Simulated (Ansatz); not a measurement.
**Ge (Cmmm), two-dimensional strain map**

Theory: DFT PBEsol, scalar-relativistic, plane waves, PAW (Ansatz). Cutoff 420 eV, Γ-centred 24×24×22 k-points, Gaussian smearing of 0.15 eV. No spin polarisation. Energies are free energies at this smearing, counted from the undisturbed cell; pressure is positive in compression.

Reference structure (relaxed at this level; this form isn't the usual structure):

```
Ge
1.0
     1.38261   -2.51950    0.00000
     1.38261    2.51950    0.00000
     0.00000    0.00000    2.64273
Ge
1
Cartesian
  1.3826 0.0000 0.0000
```

The cell is strained by p along both x and y and by q along z, fractional coordinates fixed. Points are written (p, q).

Energy above the undisturbed cell in meV/atom (a dash: not computed):

```
 p \ q  -0.030  -0.015  0.000  0.015  0.030
-0.030    40.5    30.7   26.4   26.9      ?
-0.015    18.7     9.7      ?    8.7   14.7
 0.000    10.9     2.3    0.0    3.1   10.2
 0.015    14.7     6.8    4.9    8.3   16.4
 0.030    28.2       ?      ?   23.7   32.0
```

Q: Fill in the withheld energies.

A: (-0.030, 0.030): 31.8; (-0.015, 0.000): 6.8; (0.030, -0.015): 21.3; (0.030, 0.000): 20.0.